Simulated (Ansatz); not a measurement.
Sc: from a first guess to the relaxed fcc type

First guess:

```yaml
crystal:
  lattice:
    - [0.00000, 2.16937, 2.16937]
    - [2.16937, 0.00000, 2.16937]
    - [2.16937, 2.16937, 0.00000]
  atoms:
    - { symbol: Sc, position: [0.00000, 0.00000, 0.00000] }
```

Theory: Ansatz 0.2.0, DFT, PBE, PAW with Ansatz's default frozen-core files, scalar-relativistic.

Cell and atoms relax within the symmetry of the start on a 13×13×13 k mesh with 0.03 eV Fermi–Dirac smearing.

The start is built from a prototype, known or not as a phase of this compound; the cutoff is 420 eV.

Spin polarisation is left out, and whether a magnetic state lies lower isn't shown here.

Task: What is the pressure of the first guess?

Result: 12.87 GPa.

Task: What does it relax to?

Result: a = 4.619 Å, b = 4.619 Å, c = 4.619 Å, α = 90.00°, β = 90.00°, γ = 90.00° (conventional cell), 24.64 Å³ per atom:
```cif
data_structure
_symmetry_space_group_name_H-M 'Fm-3m'
_symmetry_Int_Tables_number 225
_cell_length_a 4.6194
_cell_length_b 4.6194
_cell_length_c 4.6194
_cell_angle_alpha 90.000
_cell_angle_beta 90.000
_cell_angle_gamma 90.000
_cell_volume 98.58
loop_
_atom_site_label
_atom_site_type_symbol
_atom_site_symmetry_multiplicity
_atom_site_Wyckoff_symbol
_atom_site_fract_x
_atom_site_fract_y
_atom_site_fract_z
_atom_site_occupancy
Sc1 Sc 4 a 0.00000 0.00000 0.00000 1
```

Task: How much energy does the relaxation release?

Result: 148 meV/atom.
